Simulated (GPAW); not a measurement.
A run of GPAW 26.7.0 is set up as follows.

Contents of run.py:

```python
from ase.eos import EquationOfState
from ase.io import Trajectory, read
from ase.units import GPa
from gpaw import GPAW, PW

atoms = read('MgTe.xyz')

traj = Trajectory('eos.traj', 'w')
volumes, energies = [], []
for x in [0.94, 0.96, 0.98, 1.0, 1.02, 1.04, 1.06]:
    a = atoms.copy()
    a.set_cell(atoms.cell * x**(1 / 3), scale_atoms=True)
    calc = GPAW(mode=PW(800),
                xc='PBE',
                kpts={'size': (7, 7, 7), 'gamma': True},
                occupations={'name': 'fermi-dirac', 'width': 0.05},
                nbands=16,
                convergence={'density': 1e-05, 'energy': 1e-05},
                maxiter=150,
                txt=f'eos-{x:.2f}.txt')
    a.calc = calc
    energies.append(a.get_potential_energy(force_consistent=True))
    volumes.append(a.get_volume())
    p = -a.get_stress()[:3].mean() / GPa
    calc.write(f'eos-{x:.2f}.gpw')
    traj.write(a)
    print(f'{x:.2f} {volumes[-1]:10.4f} A^3 {energies[-1]:14.6f} eV {p:9.3f} GPa', flush=True)

v0, e0, B = EquationOfState(volumes, energies, eos='birchmurnaghan').fit()
print(f'V0 = {v0:.4f} A^3, E0 = {e0:.6f} eV, B0 = {B / GPa:.2f} GPa')
```

The input MgTe.xyz:

```xyz
2
Lattice="0.0000000000 3.2319988239 3.2319988239 3.2319988239 0.0000000000 3.2319988239 3.2319988239 3.2319988239 0.0000000000" Properties=species:S:1:pos:R:3 pbc="T T T"
Te     1.6159994120      1.6159994120      1.6159994120
Mg     0.0000000000      0.0000000000      0.0000000000
```

Potentials or basis: GPAW PAW data sets (gpaw-data 1.2.1), pw.

Launch:

```console
$ OMP_NUM_THREADS=1 python run.py
```

(1) Estimate the pressure derivative of the bulk modulus.

(2) What does it give for the equilibrium volume?

(3) Estimate the bulk modulus.

Answers

(1) 4.1.

(2) 34.42 Å³/atom.

(3) 34 GPa.
